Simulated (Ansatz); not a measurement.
**Structure optimisation: copper, A15**

Theory: Ansatz, DFT, PBE, plane waves (420 eV) with PAW, scalar-relativistic.

k-point mesh 6×6×6, Fermi-Dirac smearing 0.1 eV, no spin polarisation. Cell and atoms relax.

Starting structure:

```yaml
crystal:
  lattice:
    - [4.5545641985, 0.0, 0.0]
    - [0.0, 4.5545641985, 0.0]
    - [0.0, 0.0, 4.5545641985]
  atoms:
    - { symbol: Cu, position: [0.0, 0.0, 0.0] }
    - { symbol: Cu, position: [0.5, 0.5, 0.5] }
    - { symbol: Cu, position: [0.25, 0.0, 0.5] }
    - { symbol: Cu, position: [0.75, 0.0, 0.5] }
    - { symbol: Cu, position: [0.5, 0.25, 0.0] }
    - { symbol: Cu, position: [0.5, 0.75, 0.0] }
    - { symbol: Cu, position: [0.0, 0.5, 0.25] }
    - { symbol: Cu, position: [0.0, 0.5, 0.75] }
hamiltonian:
  xc: pbe
  pseudopotentials:
    kind: paw
    azcp:
      Cu: "pseudopotentials/Cu.paw.azcp"
basis:
  ecutwfc: 420
  fft_grid_basis: typed
kpoints:
  mp_grid: { grid: [6, 6, 6], shift: [0, 0, 0] }
magnetization:
  spin_polarized: false
scf:
  occupations: { method: fermi_dirac, width: 0.1 }
relax:
  max_steps: 60
  f_tol: 0.01
  cell: {}
```

Problem. The pressure at the start is 5.7 GPa. By how much does the volume change?

Solution. From 11.81 to 12.28 Å³ per atom, 4.0 %. The final cell has a = 4.615 Å.

Problem. How much energy does the relaxation gain?

Solution. 8.0 meV per atom.

Path of the relaxation (the plane waves are chosen anew near the end, which can shift the energy a little):

```tsv
step	E − E(final) (meV/atom)	V (Å³/atom)	P (GPa)	max force (eV/Å)
0	8.05	11.810	5.70	0.000
1	2.01	12.050	2.65	0.000
2	0.29	12.266	0.19	0.000
3	0.29	12.283	0.01	0.000
4	0.00	12.283	-0.02	0.000
```
